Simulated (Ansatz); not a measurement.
# SiO2: the cost of one run

Method: DFT, PBE, plane-wave PAW, default files, scalar-relativistic, as far as a step names no other, in Ansatz 0.2.0.

## Step 1: The starting structure

The structure is tetragonal, space group P4_32_12 (No. 96). Conventional cell: a = 7.526 Å, b = 7.526 Å, c = 8.684 Å, α = 90.00°, β = 90.00°, γ = 90.00°. Si (site symmetry 2) has 4 O at 1.61 Å as nearest neighbours. Si (site symmetry 1) has 4 O at 1.60 to 1.61 Å as nearest neighbours. Around O (site symmetry 1) lie 2 Si at 1.60 to 1.61 Å. Around O (site symmetry 1) lie 2 Si at 1.61 Å.

As a file:

```xyz
36
Lattice="7.5258 0.0000 0.0000 0.0000 7.5258 0.0000 0.0000 0.0000 8.6836" Properties=species:S:1:pos:R:3 pbc="T T T"
Si    6.8934    0.6324    2.1709
Si    2.8583    6.2172    8.6576
Si    6.2172    2.8583    0.0260
Si    0.9046    2.4543    6.5387
Si    6.6212    5.0715    2.1969
Si    4.3952    4.3952    4.3418
Si    5.0715    6.6212    6.4867
Si    3.1305    3.1305    0.0000
Si    1.3086    4.6675    4.3678
Si    2.4543    0.9046    2.1449
Si    4.6675    1.3086    4.3158
Si    0.6324    6.8934    6.5127
O     2.8304    7.1091    1.3069
O     2.8568    4.6352    3.9399
O     5.9941    1.0254    3.4451
O     6.6197    6.6535    6.9146
O     4.6954    0.4167    5.6487
O     6.6535    6.6197    1.7690
O     1.5317    6.5004    7.7869
O     7.1091    2.8304    7.3766
O     6.5933    4.1796    0.8639
O     0.4167    4.6954    3.0348
O     0.9061    0.8723    2.5728
O     2.2312    2.7375    7.4094
O     0.9325    3.3462    5.2057
O     4.6352    2.8568    4.7437
O     3.3462    0.9325    3.4778
O     1.0254    5.9941    5.2385
O     4.7883    5.2946    5.6160
O     4.1796    6.5933    7.8196
O     0.8723    0.9061    6.1108
O     4.6690    2.8906    8.2817
O     5.2946    4.7883    3.0676
O     2.8906    4.6690    0.4019
O     2.7375    2.2312    1.2742
O     6.5004    1.5317    0.8967
```

## Step 2: Gradients at the starting positions

Input file input.yaml:

```yaml
crystal:
  lattice:
    - [7.52578722, 0.0, 0.0]
    - [0.0, 7.52578722, 0.0]
    - [0.0, 0.0, 8.68358089]
  atoms:
    - { symbol: Si, position: [0.91597476, 0.08402524, 0.25] }
    - { symbol: Si, position: [0.37979734, 0.82611476, 0.99700326] }
    - { symbol: Si, position: [0.82611476, 0.37979734, 0.00299674] }
    - { symbol: Si, position: [0.12020266, 0.32611476, 0.75299674] }
    - { symbol: Si, position: [0.87979734, 0.67388524, 0.25299674] }
    - { symbol: Si, position: [0.58402524, 0.58402524, 0.5] }
    - { symbol: Si, position: [0.67388524, 0.87979734, 0.74700326] }
    - { symbol: Si, position: [0.41597476, 0.41597476, 0.0] }
    - { symbol: Si, position: [0.17388524, 0.62020266, 0.50299674] }
    - { symbol: Si, position: [0.32611476, 0.12020266, 0.24700326] }
    - { symbol: Si, position: [0.62020266, 0.17388524, 0.49700326] }
    - { symbol: Si, position: [0.08402524, 0.91597476, 0.75] }
    - { symbol: O, position: [0.37609082, 0.94462553, 0.15050774] }
    - { symbol: O, position: [0.37959727, 0.6159041, 0.45371827] }
    - { symbol: O, position: [0.79647862, 0.13624617, 0.39673274] }
    - { symbol: O, position: [0.87959727, 0.8840959, 0.79628173] }
    - { symbol: O, position: [0.62390918, 0.05537447, 0.65050774] }
    - { symbol: O, position: [0.8840959, 0.87959727, 0.20371827] }
    - { symbol: O, position: [0.20352138, 0.86375383, 0.89673274] }
    - { symbol: O, position: [0.94462553, 0.37609082, 0.84949226] }
    - { symbol: O, position: [0.87609082, 0.55537447, 0.09949226] }
    - { symbol: O, position: [0.05537447, 0.62390918, 0.34949226] }
    - { symbol: O, position: [0.12040273, 0.1159041, 0.29628173] }
    - { symbol: O, position: [0.29647862, 0.36375383, 0.85326726] }
    - { symbol: O, position: [0.12390918, 0.44462553, 0.59949226] }
    - { symbol: O, position: [0.6159041, 0.37959727, 0.54628173] }
    - { symbol: O, position: [0.44462553, 0.12390918, 0.40050774] }
    - { symbol: O, position: [0.13624617, 0.79647862, 0.60326726] }
    - { symbol: O, position: [0.63624617, 0.70352138, 0.64673274] }
    - { symbol: O, position: [0.55537447, 0.87609082, 0.90050774] }
    - { symbol: O, position: [0.1159041, 0.12040273, 0.70371827] }
    - { symbol: O, position: [0.62040273, 0.3840959, 0.95371827] }
    - { symbol: O, position: [0.70352138, 0.63624617, 0.35326726] }
    - { symbol: O, position: [0.3840959, 0.62040273, 0.04628173] }
    - { symbol: O, position: [0.36375383, 0.29647862, 0.14673274] }
    - { symbol: O, position: [0.86375383, 0.20352138, 0.10326726] }
kpoints:
  mp_grid: { grid: [3, 3, 3] }
scf:
  occupations: { method: fermi_dirac, width: 0.02 }
hamiltonian:
  xc: pbe
  pseudopotentials: { kind: paw }
output:
  forces: true
  stress: true
  populations: true
  efg: { quadrupole_moments_barn: { O: -0.02558 }, contact_densities: true }
```

The run is started by

```console
$ ansatz run input.yaml --threads 1 --pin off --max-ram 2560MiB --backend cpu --events-out ev --progress --plain --runs-dir out
```

Q: Estimate wall time and peak memory on 1 thread of Arm Neoverse V1, shared host.

About 71 s, with a peak of 0.82 GiB.
